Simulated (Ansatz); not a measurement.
## PbF2 (Pnma): a many-body input that goes wrong, and its mend

What is wrong with this input for PbF2 (Pnma)?

Main program and level: Ansatz 0.2.0; G0W0 on PBE, plane waves, PAW.

The database entry behind the starting cell differs from later determinations by our own check (about 0.2 % short), so it need not match the best structure at ambient conditions.

## (1) The starting structure

It takes space group Pnma (No. 62, orthorhombic). Conventional cell: a = 6.427 Å, b = 3.891 Å, c = 7.636 Å, α = 90.00°, β = 90.00°, γ = 90.00°. Nearest to Pb lie 5 F at 2.48 to 2.57 Å. Nearest to F lie 4 Pb at 2.48 to 2.51 Å. F has 1 Pb at 2.57 Å nearest. Farther neighbours and most contacts between anions are not listed.

As a file:

```cif
data_structure
_symmetry_space_group_name_H-M 'Pnma'
_symmetry_Int_Tables_number 62
_cell_length_a 6.4269
_cell_length_b 3.8910
_cell_length_c 7.6357
_cell_angle_alpha 90.000
_cell_angle_beta 90.000
_cell_angle_gamma 90.000
_cell_volume 190.95
loop_
_atom_site_label
_atom_site_type_symbol
_atom_site_symmetry_multiplicity
_atom_site_Wyckoff_symbol
_atom_site_fract_x
_atom_site_fract_y
_atom_site_fract_z
_atom_site_occupancy
Pb1 Pb 4 c 0.75600 0.75000 0.10300 1
F1 F 4 c 0.14200 0.75000 0.08500 1
F2 F 4 c 0.55100 0.75000 0.81400 1
```

The cell and positions come from the Crystallography Open Database and are kept as given unless a step says otherwise. Spin-orbit coupling is left out unless a step names it. The default PAW set here is soft_2. Its files were made with PBE.

## (2) First try

input.yaml

```yaml
crystal:
  lattice:
    - [6.42689, 0.0, 0.0]
    - [0.0, 3.89098, 0.0]
    - [0.0, 0.0, 7.63574]
  atoms:
    - { symbol: Pb, position: [0.756, 0.75, 0.103] }
    - { symbol: Pb, position: [0.244, 0.25, 0.897] }
    - { symbol: Pb, position: [0.744, 0.25, 0.603] }
    - { symbol: Pb, position: [0.256, 0.75, 0.397] }
    - { symbol: F, position: [0.142, 0.75, 0.085] }
    - { symbol: F, position: [0.858, 0.25, 0.915] }
    - { symbol: F, position: [0.358, 0.25, 0.585] }
    - { symbol: F, position: [0.642, 0.75, 0.415] }
    - { symbol: F, position: [0.551, 0.75, 0.814] }
    - { symbol: F, position: [0.449, 0.25, 0.186] }
    - { symbol: F, position: [0.949, 0.25, 0.314] }
    - { symbol: F, position: [0.051, 0.75, 0.686] }
kpoints:
  mp_grid: { grid: [2, 2, 2], shift: [0.5, 0.5, 0.5] }
hamiltonian:
  xc: pbe
scf:
  occupations: { method: fixed }
gw:
  n_empty_bands: 201
  ecut_chi: 60
  qp_bands: [v4, c4]
  qp_kpoints: band_edges
  screening: { model: contour_deformation }
```

Run with:

```console
ansatz run input.yaml --threads 3 --pin off --max-ram 64512MiB --backend cuda --events-out ev --progress --plain --runs-dir out --devices 1 --max-vram 24GiB  # rebuilt from the run's record
```

Numbers of over 12 decimals in the logs are rounded to 6 here.

The log of the run:

```text
Error: gw: with kpoints.mp_grid.shift ≠ [0,0,0] (counting kpoints.further_shifts) — the screening and self-energy sums and their Coulomb-singularity correction are built for an unshifted (Γ-centred) SCF mesh only — a shifted mesh is not wired; use shift: [0,0,0]
```

Elapsed: 0.03 s, on 3 threads of AMD EPYC 7R13 (Zen 3), shared host; peak memory 0.06 GiB.

**What went wrong?**

The program refused the input before any cycle.

The program's message: “Error: gw: with kpoints.mp_grid.shift ≠ [0,0,0] (counting kpoints.further_shifts) — the screening and self-energy sums and their Coulomb-singularity correction are built for an unshifted (Γ-centred) S …”

The fault: shifted k mesh. The sums over q need a Γ-centred mesh.

## (3) A better input

G0W0 replaces the xc potential by the self-energy, built once from these orbitals. Only a window of levels is corrected, while the sums run over the empty bands that the input names.

Edit input.yaml of step 2 so:

```diff
@@ -19,3 +19,3 @@
 kpoints:
-  mp_grid: { grid: [2, 2, 2], shift: [0.5, 0.5, 0.5] }
+  mp_grid: { grid: [2, 4, 2] }
 hamiltonian:
@@ -25,4 +25,4 @@
 gw:
-  n_empty_bands: 201
-  ecut_chi: 60
+  n_empty_bands: 281
+  ecut_chi: 75.0
   qp_bands: [v4, c4]
```

The log of the run:

```text
GPUs: using 1 of 1 available (devices: 1).
[...]
device memory: the entry about to start is reckoned to put 3.5 GiB on a device that reports 67.2 GiB free (of which the cap on the GPU budget leaves the run 24.0 GiB)
GPU FFT provider: cuFFT
GPU libraries: cuBLAS 13.8.2, cuFFT 12.4.0, cuSOLVER 12.3.4
Crystal: 12 atoms, lattice volume = 190.946 Å³
Basis set: ecut = 420 eV, 3749 PW (Γ)
Bands: 68, of which v1, the nominal top of the filled ones, is band 56 counted from 1 (55 counted from 0)
Symmetry: 8 space group operations
[...]
k-points: 12 of 16
[...]
GPU buffer pool allocated for 65610 grid points (all kernels)
GPU transforms: local potential and band sums: pruned to the plane-wave sphere, on 45×27×54
[...]
SCF iter   1: F=—  HF=-54098.146860 eV  |F-HF|=—  |Δ(HF+E_count)|=         —  Δρ=1.03e-3  dr2=9.73e-4  ethr=1.77e-3  ⟨swp⟩=5.0  Hψ=2636  notcnv=0  defer=108
[...]
0    53      4.6717   -30.9146     6.5453   -23.2775  0.7193     3.5536     3.5798  root
     0    54      5.6380   -27.4591     4.2077   -22.3171  0.7674     4.6910     4.7038  root
     0    55      5.7997   -27.9641     4.3142   -22.7371  0.7643     4.8746     4.8869  root
     0    56      6.1096   -28.3174     4.2012   -23.2851  0.7670     5.2689     5.2785  root
     0    57     10.4249   -11.1344    -2.8554   -14.8586  0.8239    11.3006    11.2938  root
     0    58     11.1862   -10.2402    -3.1854   -14.3169  0.8300    12.0850    12.0775  root
     0    59     12.0948    -9.6924    -3.4323   -14.1398  0.8198    13.1222    13.1099  root
     0    60     12.1099   -11.1365    -3.2366   -15.4046  0.8204    13.1530    13.1414  root
[...]
11    57     10.7036   -11.1269    -2.9269   -14.9652  0.8221    11.6228    11.6150  root
    11    58     10.7036   -11.1269    -2.9269   -14.9652  0.8221    11.6228    11.6150  root
    11    59     10.7036   -11.1269    -2.9269   -14.9652  0.8221    11.6228    11.6150  root
    11    60     10.7036   -11.1269    -2.9269   -14.9652  0.8221    11.6228    11.6150  root
[key lines of the parts left out:]
SCF converged after 7 iterations
Free energy (F): -54098.151069 eV
Fermi energy:    6.109558 eV
```

Wall time 18 s (1 × NVIDIA H100 80GB HBM3 (shared by 3 runs) with 3 threads); peak memory 1.6 GiB; 29 s of CPU time.

This step gave:

```
bands summed                                 : 337
RPA ε∞ on this mesh (eigenvalues)            : 3.543, 3.598, 3.631
plane waves in the screening matrix          : 279
q-points in the mesh                         : 16
G0W0 gap on the mesh                         : 5.897 eV
k of the valence top                         : 0, 0, 0
k of the conduction bottom                   : 0, -0.5, -0.5
starting gap on the mesh                     : 4.228 eV
Z at the valence top                         : 0.7670
Z at the conduction bottom                   : 0.8291
least direct G0W0 gap on the computed points : 6.015 eV
```

The gap on the mesh goes from 4.23 eV to 5.90 eV, a correction of +1.67 eV. Between the two edge states, bare exchange in place of the xc potential would open the gap by 8.88 eV, and correlation takes back 7.21 eV.

## (4) What came out

- first try: refused after 0.03 s
- better run: G0W0 gap on the mesh 5.90 eV (2×4×2 mesh, 281 empty bands, screening to 75 eV)

**Reading.** The second run differs in: mesh, empty bands, screening cutoff (eV) and mesh shift. Bands and cutoff are finite, so the gap is not at the basis limit. The miss can reach some tenths of an eV and take either sign; the mesh is an error of its own. The 2×4×2 mesh is coarse for this cell (its supercell is 13 Å along the shortest edge). The RPA ε∞ on it, from the PBE start, is 3.54, 3.60 and 3.63; such meshes misread the long-range screening, most where the gap is narrow. Where an edge is built on 6p states of lead, bismuth or thallium, scalar-relativistic gaps usually stand too wide, by a few tenths to over one eV. The many-body steps are scalar-relativistic: spin-orbit coupling is not in them.

[Paths, hosts, dates, memory and timing lines, banners, echoed tables and standing remarks are left out of the program output.]

[Logs are printed without paths, hosts, clocks, repeated set-up lines and the standing remarks that a program may print on its own settings, such as how far it seeks lower states.]

[Runs of the session that timed out or met a known fault of the program may be left out.]

[Cells called generated may have been cut or substituted from an entry of the Crystallography Open Database or the Materials Project.]

[Hosts, paths, dates, database ids (printed as entryN), source tags and the programs' standing remarks are cut or masked in the printed files.]
